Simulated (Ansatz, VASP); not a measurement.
# GaSb in two plane-wave programs, part 2 of 2

Aim: how closely do two programs agree when they are given the same cell, functional and k mesh? The cell is taken from a series of runs on this material, whose earlier steps may have relaxed, scaled, displaced or heated it; both programs get it as it stands.

VASP 6.6.1 and Ansatz 0.2.0.

So far: The structure; Ansatz: zone-centre phonons, PBEsol.

## (3) VASP: zone-centre phonons, PBEsol

Level of this step: PBEsol; plane waves and PAW (Ga_d, Sb) (VASP).

The same cell, functional, mesh and smearing now go to VASP, with its own data sets.

Lines of VASP's logs that name or quote its potential files are left out, and so is its time.

INCAR

```
SYSTEM = GaSb
PREC = Accurate
ENCUT = 500
EDIFF = 1E-08
NELM = 120
ISMEAR = 1
SIGMA = 0.2
LREAL = .FALSE.
ALGO = Normal
GGA = PS
NBANDS = 15
LORBIT = 11
LWAVE = .FALSE.
LCHARG = .FALSE.
ISIF = 2
IBRION = 8
LASPH = .TRUE.
GGA_COMPAT = .FALSE.
EFERMI = MIDGAP
KPAR = 2
```

POSCAR

```
GaSb
1.0
    0.0000000000      3.1168836800      2.9992203789
    3.1168836800      0.0000000000      2.9992203789
    3.1168836800      3.1168836800      0.0000000000
Ga Sb
1 1
Direct
    0.0000000000      0.0000000000      0.0000000000
    0.7500000000      0.7500000000      0.7500000000
```

KPOINTS

```
Automatic mesh
0
Gamma
12 12 12
0 0 0
```

PAW data sets: Ga_d and Sb (PBE family, release 64).

Command:

```console
> mpirun -np 2 vasp_std
```

Numbers of over 12 decimals in the logs are rounded to 6 here.

The program printed:

```text
[banner, memory and clock lines left out]
running    2 mpi-ranks, on    1 nodes
 distrk:  each k-point on    1 cores,    2 groups
 distr:  one band on    1 cores,    1 groups

 POSCAR found type information on POSCAR GaSb
 POSCAR found :  2 types and       2 ions
|                                                                             |
|               ----> ADVICE to this user running VASP <----                  |
|                                                                             |
|     You enforced a specific xc type in the INCAR file but a different       |
|     [... a line on the potential file left out ...]
|     I HOPE YOU KNOW WHAT YOU ARE DOING!                                     |
|                                                                             |

 LDA part: xc-table for (Slater+PW92), standard interpolation
 POSCAR, INCAR and KPOINTS ok, starting setup
 FFT: planning ... GRIDC
 FFT: planning ... GRID_SOFT
 FFT: planning ... GRID
 WAVECAR not read
 entering main loop
       N       E                     dE             d eps       ncg     rms          rms(c)
DAV:   1     0.800862287945E+02    0.80086E+02   -0.85290E+03  4938   0.144E+03
DAV:   2    -0.198350973654E+01   -0.82070E+02   -0.79108E+02  5625   0.300E+02
DAV:   3    -0.812726718936E+01   -0.61438E+01   -0.61267E+01  5870   0.675E+01
DAV:   4    -0.823697661747E+01   -0.10971E+00   -0.10969E+00  5971   0.101E+01
DAV:   5    -0.823961344665E+01   -0.26368E-02   -0.26368E-02  6488   0.138E+00    0.305E+00
DAV:   6    -0.816839763035E+01    0.71216E-01   -0.87364E-02  6358   0.516E+00    0.178E+00
DAV:   7    -0.814380258178E+01    0.24595E-01   -0.42225E-02  6215   0.193E+00    0.361E-01
DAV:   8    -0.814379315595E+01    0.94258E-05   -0.47984E-03  6428   0.864E-01    0.938E-02
DAV:   9    -0.814407291239E+01   -0.27976E-03   -0.43942E-04  5632   0.173E-01    0.341E-02
DAV:  10    -0.814407097838E+01    0.19340E-05   -0.20427E-05  6437   0.397E-02    0.837E-03
DAV:  11    -0.814408054708E+01   -0.95687E-05   -0.11875E-05  5611   0.243E-02    0.437E-03
DAV:  12    -0.814408072310E+01   -0.17602E-06   -0.51600E-07  6409   0.738E-03    0.541E-04
DAV:  13    -0.814408070068E+01    0.22419E-07   -0.35366E-08  5780   0.131E-03    0.402E-04
DAV:  14    -0.814408074661E+01   -0.45929E-07   -0.39932E-09  4937   0.709E-04    0.693E-05
DAV:  15    -0.814408074807E+01   -0.14625E-08   -0.42690E-10  3306   0.243E-04
   1 F= -.81440807E+01 E0= -.81442679E+01  d E =0.561571E-03
 Linear response reoptimize wavefunctions to high precision
DAV:   1    -0.814408074344E+01    0.46384E-08   -0.10703E-10  3873   0.111E-04
DAV:   2    -0.814408074344E+01   -0.81855E-11   -0.28449E-11  3005   0.570E-05
 Linear response DOF=           4
 Linear response progress:
  Degree of freedom:   1/  4
       N       E                     dE             d eps       ncg     rms          rms(c)
RMM:   1    -0.165995583173E+00   -0.16600E+00    0.59043E-02 17793   0.794E+00
RMM:   2    -0.164935943334E+00    0.10596E-02   -0.27917E-02 26795   0.135E+00    0.382E-02
RMM:   3    -0.164960463478E+00   -0.24520E-04   -0.32467E-03 28118   0.414E-01    0.259E-02
RMM:   4    -0.164830219714E+00    0.13024E-03   -0.12766E-03 30459   0.187E-01    0.122E-02
RMM:   5    -0.164821913115E+00    0.83066E-05   -0.66447E-05 29395   0.516E-02    0.418E-03
RMM:   6    -0.164828427024E+00   -0.65139E-05   -0.12046E-05 30000   0.219E-02    0.441E-04
RMM:   7    -0.164827716397E+00    0.71063E-06   -0.26473E-06 29021   0.931E-03    0.366E-04
RMM:   8    -0.164829915546E+00   -0.21991E-05   -0.58195E-07 29518   0.431E-03    0.133E-04
RMM:   9    -0.164831624449E+00   -0.17089E-05   -0.11575E-07 29708   0.198E-03    0.440E-05
RMM:  10    -0.164832146221E+00   -0.52177E-06   -0.27182E-08 29772   0.960E-04    0.144E-05
RMM:  11    -0.164832000559E+00    0.14566E-06   -0.16577E-08 29327   0.470E-04    0.195E-05
RMM:  12    -0.164832215000E+00   -0.21444E-06    0.14745E-08 29692   0.236E-04    0.364E-06
RMM:  13    -0.164832222787E+00   -0.77870E-08   -0.51821E-09 29724   0.118E-04    0.213E-06
 first order change of Fermi-energy  -0.12764E-04
 force on displaced ion       1 direction 1 :  -7.465  -0.000  -0.000
 Linear response progress:
  Degree of freedom:   2/  4
       N       E                     dE             d eps       ncg     rms          rms(c)
RMM:   1    -0.165658683579E+00   -0.16566E+00    0.74322E-02 10459   0.800E+00
RMM:   2    -0.164778259117E+00    0.88042E-03   -0.27169E-02 15614   0.131E+00    0.384E-02
RMM:   3    -0.164758897376E+00    0.19362E-04   -0.35634E-03 16212   0.430E-01    0.248E-02
RMM:   4    -0.164649667113E+00    0.10923E-03   -0.18385E-03 17752   0.208E-01    0.123E-02
RMM:   5    -0.164639976846E+00    0.96903E-05   -0.79021E-05 17202   0.539E-02    0.455E-03
RMM:   6    -0.164646596001E+00   -0.66192E-05   -0.15148E-05 17473   0.232E-02    0.525E-04
RMM:   7    -0.164638702940E+00    0.78931E-05   -0.34425E-06 17063   0.101E-02    0.665E-04
RMM:   8    -0.164642716044E+00   -0.40131E-05   -0.75013E-07 17180   0.459E-03    0.206E-04
RMM:   9    -0.164644670792E+00   -0.19547E-05   -0.16934E-07 17104   0.212E-03    0.105E-04
RMM:  10    -0.164645659291E+00   -0.98850E-06   -0.43114E-08 17393   0.106E-03    0.279E-05
RMM:  11    -0.164645731815E+00   -0.72524E-07   -0.14489E-08 17456   0.514E-04    0.184E-05
RMM:  12    -0.164645827552E+00   -0.95737E-07   -0.36420E-09 17611   0.260E-04    0.893E-06
RMM:  13    -0.164645924570E+00   -0.97018E-07   -0.17854E-09 17304   0.135E-04    0.216E-06
RMM:  14    -0.164645926786E+00   -0.22154E-08   -0.97037E-10 17674   0.704E-05    0.340E-06
 first order change of Fermi-energy   0.10455E-03
 force on displaced ion       1 direction 3 :   0.000   0.000  -7.522
 Linear response progress:
  Degree of freedom:   3/  4
       N       E                     dE             d eps       ncg     rms          rms(c)
RMM:   1    -0.284076229297E-01   -0.28408E-01    0.74633E-03 28847   0.133E+00
RMM:   2    -0.257196972755E-01    0.26879E-02   -0.33166E-03 26061   0.370E-01    0.653E-02
RMM:   3    -0.256803463728E-01    0.39351E-04   -0.18856E-04 28907   0.989E-02    0.357E-02
RMM:   4    -0.257345362074E-01   -0.54190E-04   -0.38277E-05 28883   0.429E-02    0.429E-03
RMM:   5    -0.257442672637E-01   -0.97311E-05   -0.53649E-06 30157   0.147E-02    0.274E-03
RMM:   6    -0.257369797900E-01    0.72875E-05   -0.82324E-07 27973   0.494E-03    0.503E-04
RMM:   7    -0.257363606958E-01    0.61909E-06   -0.71529E-08 30294   0.154E-03    0.241E-04
RMM:   8    -0.257358967924E-01    0.46390E-06   -0.14928E-08 28342   0.535E-04    0.560E-05
RMM:   9    -0.257358874550E-01    0.93374E-08   -0.82427E-10 29820   0.202E-04    0.193E-05
 first order change of Fermi-energy   0.92262E-04
 force on displaced ion       2 direction 1 :  -7.441   0.000  -0.000
 Linear response progress:
  Degree of freedom:   4/  4
       N       E                     dE             d eps       ncg     rms          rms(c)
RMM:   1    -0.277239764829E-01   -0.27724E-01    0.11701E-02 16745   0.131E+00
RMM:   2    -0.257124787587E-01    0.20115E-02   -0.33214E-03 15345   0.353E-01    0.632E-02
RMM:   3    -0.256338170102E-01    0.78662E-04   -0.19212E-04 16822   0.966E-02    0.346E-02
RMM:   4    -0.256648906968E-01   -0.31074E-04   -0.41174E-05 16790   0.429E-02    0.440E-03
RMM:   5    -0.256741542438E-01   -0.92635E-05   -0.55631E-06 17684   0.150E-02    0.274E-03
RMM:   6    -0.256694199439E-01    0.47343E-05   -0.79705E-07 16744   0.488E-03    0.919E-04
RMM:   7    -0.256677464123E-01    0.16735E-05   -0.73178E-08 17256   0.157E-03    0.260E-04
RMM:   8    -0.256668558646E-01    0.89055E-06   -0.15056E-08 17063   0.575E-04    0.527E-05
RMM:   9    -0.256668246157E-01    0.31249E-07   -0.24044E-09 17153   0.204E-04    0.184E-05
RMM:  10    -0.256668617248E-01   -0.37109E-07   -0.55140E-10 16656   0.761E-05    0.212E-06
RMM:  11    -0.256668585546E-01    0.31703E-08   -0.62646E-11 17068   0.270E-05    0.394E-06
 first order change of Fermi-energy   0.64737E-03
 force on displaced ion       2 direction 3 :  -0.000  -0.000  -7.507
 Linear response finished
```

OUTCAR, selected parts (step 3):

```text
ion  position               nearest neighbor table
   1  0.000  0.000  0.000-   2 2.67   2 2.67   2 2.67   2 2.67
   2  0.750  0.750  0.750-   1 2.67   1 2.67   1 2.67   1 2.67

  LATTYP: Found a body centered tetragonal cell.
 ALAT       =     4.4079391726
 C/A-ratio  =     1.3608265729

 Subroutine GETGRP returns: Found  8 space group operations
 (whereof  8 operations were pure point group operations)

The static configuration has the point symmetry D_2d.

 Found    163 irreducible k-points:

   k-points           NKPTS =    163   k-points in BZ     NKDIM =    163   number of bands    NBANDS=     15

   dimension x,y,z NGX =    32 NGY =   32 NGZ =   32
   dimension x,y,z NGXF=    64 NGYF=   64 NGZF=   64

   ENCUT  =  500.0 eV  36.75 Ry    6.06 a.u.   7.89  7.89  8.04*2*pi/ulx,y,z

   NELECT =      18.0000    total number of electrons

 k-points in reciprocal lattice and weights: Automatic mesh
   0.00000000  0.00000000  0.00000000       0.001
   0.08333333  0.00000000  0.00000000       0.005
   0.16666667  0.00000000  0.00000000       0.005
   0.25000000  0.00000000  0.00000000       0.005
   0.33333333  0.00000000  0.00000000       0.005
   0.41666667  0.00000000  0.00000000       0.005
   0.50000000  0.00000000  0.00000000       0.002
   0.08333333  0.08333333  0.00000000       0.001
   0.16666667  0.08333333  0.00000000       0.005
[...]
-0.33333333  0.16666667  0.50000000       0.002
  -0.25000000  0.25000000  0.50000000       0.001

 average (electrostatic) potential at core
       1 -65.6994       2 -87.6553

  Total       -0.5384852     -0.5384852      0.0269707      0.0000000      0.0000000     -0.0000000
  in kB      -14.8048772    -14.8048772      0.7415199      0.0000000      0.0000000     -0.0000000
  external PRESSURE =      -9.6227448 kB  Pullay stress =       0.0000000 kB

  energy-cutoff  :      500.00
  volume of cell :       58.27
      direct lattice vectors                 reciprocal lattice vectors
     0.000000000  3.116883680  2.999220379    -0.160416638  0.160416638  0.166709990
     3.116883680  0.000000000  2.999220379     0.160416638 -0.160416638  0.166709990
     3.116883680  3.116883680  0.000000000     0.160416638  0.160416638 -0.166709990

 POSITION                                       TOTAL-FORCE (eV/Angst)
 -----------------------------------------------------------------------------------
      0.00000      0.00000      0.00000         0.000000      0.000000      0.000000
      4.67533      4.67533      4.49883        -0.000000     -0.000000     -0.000000
 -----------------------------------------------------------------------------------
    total drift:                               -0.000001     -0.000001      0.000000

 Eigenvectors and eigenvalues of the dynamical matrix
 ----------------------------------------------------

   1 f  =    6.436955 THz    40.444582 2PiTHz  214.713713 cm-1    26.621096 meV
             X         Y         Z           dx          dy          dz
      0.000000  0.000000  0.000000     0.000000    0.000000    0.797695
      4.675326  4.675326  4.498831     0.000000    0.000000   -0.603061

   2 f  =    6.411340 THz    40.283637 2PiTHz  213.859280 cm-1    26.515159 meV
             X         Y         Z           dx          dy          dz
      0.000000  0.000000  0.000000    -0.797871   -0.000000    0.000000
      4.675326  4.675326  4.498831     0.602828    0.000000    0.000000

   3 f  =    6.411340 THz    40.283637 2PiTHz  213.859280 cm-1    26.515159 meV
             X         Y         Z           dx          dy          dz
      0.000000  0.000000  0.000000     0.000000   -0.797871    0.000000
      4.675326  4.675326  4.498831     0.000000    0.602828    0.000000

   4 f/i=    0.003058 THz     0.019212 2PiTHz    0.101991 cm-1     0.012645 meV
             X         Y         Z           dx          dy          dz
      0.000000  0.000000  0.000000     0.000000    0.000000   -0.603061
      4.675326  4.675326  4.498831     0.000000    0.000000   -0.797695

   5 f/i=    0.004918 THz     0.030901 2PiTHz    0.164048 cm-1     0.020339 meV
             X         Y         Z           dx          dy          dz
      0.000000  0.000000  0.000000    -0.518090   -0.308196    0.000000
      4.675326  4.675326  4.498831    -0.685716   -0.407912    0.000000

   6 f/i=    0.004918 THz     0.030901 2PiTHz    0.164048 cm-1     0.020339 meV
             X         Y         Z           dx          dy          dz
      0.000000  0.000000  0.000000     0.308196   -0.518090    0.000000
      4.675326  4.675326  4.498831     0.407912   -0.685716    0.000000

 ELASTIC MODULI CONTR FROM IONIC RELAXATION (kBar)
 Direction    XX          YY          ZZ          XY          YZ          ZX
 --------------------------------------------------------------------------------
 XX           0.0000      0.0000      0.0000      0.0000      0.0000      0.0000
 YY           0.0000      0.0000      0.0000      0.0000      0.0000      0.0000
 ZZ           0.0000      0.0000      0.0000      0.0000      0.0000      0.0000
 XY           0.0000      0.0000      0.0000   -141.5344      0.0000      0.0000
 YZ           0.0000      0.0000      0.0000      0.0000   -147.0518      0.0000
 ZX           0.0000      0.0000      0.0000      0.0000      0.0000   -125.6595
 --------------------------------------------------------------------------------
```

The gap is read on the k-mesh alone, so it is an upper bound where the band edges lie off the mesh. Energies printed during the response cycles are not total energies of the cell. The gap is under twice the smearing width, so the edge states are partly filled and the run can't tell a small gap from a semimetal. The PAW data sets were made with PBE, which is usual practice but a small mismatch for other functionals. Methfessel-Paxton smearing is not meant for a cell with a gap.

## (4) Side by side

Known differences besides the potentials themselves: the data sets hold 28 valence electrons in Ansatz (on its PAW soft_1 files) and 18 in VASP; the cutoff is 420 eV in Ansatz and 500 eV in VASP; Ansatz makes its cores anew for this functional, VASP keeps those of its PBE data sets. Total energies have different zeros and are not compared.

Compared:

```
                  quantity  Ansatz   VASP  difference
optical mode 1 to 2 (cm⁻¹)   212.4  213.9     -0.66 %
     optical mode 3 (cm⁻¹)   213.3  214.7     -0.64 %
```

Modes are paired by rising frequency, not by their patterns, so a pair may set unlike modes beside each other; they are those without the splitting of longitudinal modes.

## (5) Summary of results

- r.m.s. difference of the optical zone-centre modes, each program's sorted by frequency (zone-centre phonons, PBEsol): 1.4 cm⁻¹
- difference in optical mode 1 to 2 (zone-centre phonons, PBEsol): -0.7 %

The r.m.s. difference of the optical zone-centre modes, each program's sorted by frequency is 1.4 cm⁻¹ (zone-centre phonons, PBEsol). The data sets hold unlike numbers of valence electrons (28 in Ansatz and 18 in VASP), so part of the differences comes from the potentials. Among the rows given in per cent, the largest difference of the zone-centre phonons, PBEsol pair is in optical mode 1 to 2, -0.7 %. Such differences can come from data sets, numerical settings and the points named under the comparisons, not from the functional's error against experiment.

[Lines on the potential files, build, host, timing and source positions are cut from VASP's logs without a mark.]

[Logs are printed without paths, hosts, clocks, repeated set-up lines and the standing remarks that a program may print on its own settings, such as how far it seeks lower states.]

[Hosts, paths, dates, database ids (printed as entryN), source tags and the programs' standing remarks are cut or masked in the printed files.]
